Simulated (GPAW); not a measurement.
SiC (monolayer), C K edge of atom 8, with 3 Si at 1.79 Å (trigonal planar). Method: GPAW, PBE, excited-electron core hole (neutral cell), 14-atom cell with 8.2 Å between holes, 3×3×1 k points, dipole transitions, Gaussian full width 0.9 eV up to 4 eV, rising linearly to 3.5 eV at 25 eV.

```
Si C
1.0
    -1.55000    8.05404    0.00000
    -7.75000    2.68468    0.00000
     0.00000    0.00000   10.40000
Si C
7 7
Direct
  0.00000 0.00000 0.50000
  0.28571 0.14286 0.50000
  0.14286 0.57143 0.50000
  0.57143 0.28571 0.50000
  0.42857 0.71429 0.50000
  0.85714 0.42857 0.50000
  0.71429 0.85714 0.50000
  0.19048 0.76190 0.50000
  0.47619 0.90476 0.50000
  0.33333 0.33333 0.50000
  0.76190 0.04762 0.50000
  0.61905 0.47619 0.50000
  0.04762 0.19048 0.50000
  0.90476 0.61905 0.50000
```

Energy from the bottom of the conduction band, which holds the excited electron; a common scale on which the isotropic spectrum has a mean of 1 over the first 20 eV.

```csv
E (eV),curve 1,curve 2
-2.0,0.00,0.00
-1.4,0.00,0.00
-0.8,0.00,0.11
-0.2,0.00,1.32
0.4,0.08,2.50
1.0,0.73,1.51
1.6,1.47,2.32
2.2,1.53,1.58
2.8,1.84,1.84
3.4,2.07,0.43
4.0,1.64,0.07
4.6,1.49,0.52
5.2,1.39,1.32
5.8,1.30,1.38
6.4,1.06,0.79
7.0,0.94,0.45
7.6,1.06,0.41
8.2,1.19,0.66
8.8,1.11,0.94
9.4,1.14,0.95
10.0,1.11,0.91
10.6,1.08,1.10
11.2,1.04,1.20
11.8,0.79,1.15
12.4,0.50,1.08
13.0,0.38,0.94
13.6,0.41,0.74
14.2,0.47,0.61
14.8,0.50,0.56
15.4,0.51,0.55
16.0,0.58,0.58
16.6,0.74,0.63
17.2,0.97,0.69
17.8,1.18,0.73
18.4,1.27,0.73
19.0,1.21,0.71
19.6,1.06,0.68
20.2,0.92,0.64
```

Q: The curves are for the electric vector along different Cartesian axes of the cell as given, for this one atom. Which is which?

Curve 1: along x (the other in-plane axis gives the same curve within 3 %), main maxima 3.2 eV (2.18), 8.2 eV (1.19) and 18.5 eV (1.27). Curve 2: along z, main maxima 0.3 eV (2.52), 1.6 eV (2.32) and 2.7 eV (1.92). A K edge sees empty p states; at this planar three-fold site the curve for the electric vector normal to the plane peaks at 0.3 eV, where it is mainly π* that absorbs: that direction carries over 70 % of the weight there. Each direction probes the empty orbitals that point along it. Some eV above the zero the states pass the vacuum level, and features normal to the sheet may then be states of the box. The mesh is coarse (0.29 Å⁻¹ between points), so small maxima may be mesh ripples.

[Banner, clock and machine lines of the logs are left out without a mark of their own.]

[Logs are printed without paths, hosts, clocks, repeated set-up lines and the standing remarks that a program may print on its own settings, such as how far it seeks lower states.]

[Hosts, paths, dates, database ids (printed as entryN), source tags and the programs' standing remarks are cut or masked in the printed files.]

[Lists of maxima count a maximum above −3 eV only where it reaches 4 % of the highest in the window and stands out from its surroundings by 2 % of it (1.5 % where it reaches 55 %); shoulders and weaker maxima are passed over, and of the rest the first, up to two pre-edge ones and the few strongest are named.]
